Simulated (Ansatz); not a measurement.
# How far is PAW off for SiC?

```
Si C
1.0
     3.01448    0.00000    0.00000
    -1.50724    2.61061    0.00000
     0.00000    0.00000    5.04800
Si C
2 2
Cartesian
  0.0000 1.7404 0.0000
  1.5072 0.8702 2.5240
  0.0000 1.7404 1.9435
  1.5072 0.8702 4.4675
```

Atoms are numbered in the order listed.

The geometry is COD entry 9008875, unchecked; take it as a test cell. The listed cell was then made from it by scaling, straining or moving an atom.

All numbers are computed: DFT, PBEsol, PAW with Ansatz's default frozen-core files, scalar-relativistic (Ansatz 0.2.0); DFT, PBEsol, all-electron PAW with datasets made for the crystal, scalar-relativistic (Ansatz 0.2.0); DFT, PBEsol, all-electron LAPW, scalar-relativistic (Ansatz 0.2.0).

For PAW: a Γ-centred 15×15×8 k mesh, Fermi–Dirac smearing of 0.08 eV, cutoff 420 eV, no spin polarisation; the PAW files were made with PBE, and the program remakes their frozen cores for this functional. The crystal-made all-electron datasets (AE datasets) take a cutoff of 360 eV at this cell. LAPW targets a basis error of 1 meV/atom. The Ansatz runs share mesh, smearing and spin set-up. Plane-wave (PAW) pressures include the program's estimate of the Pulay term.

Stress and pressure are positive in compression.

The change that made this cell: equal xx and yy strain of -2 %.

```tsv
quantity	PAW	AE datasets	LAPW
pressure (GPa)	10.68	10.59	10.60
stress xx (GPa)	16.68	16.56	16.57
stress zz (GPa)	-1.33	-1.35	-1.35
force on Si1, z (eV/Å)	0.998	0.995	0.995
force on C3, z (eV/Å)	-0.998	-0.995	-0.995
band gap (eV)	2.148	2.148	2.148
```

PAW's pressure differs from the LAPW value by +0.08 GPa.
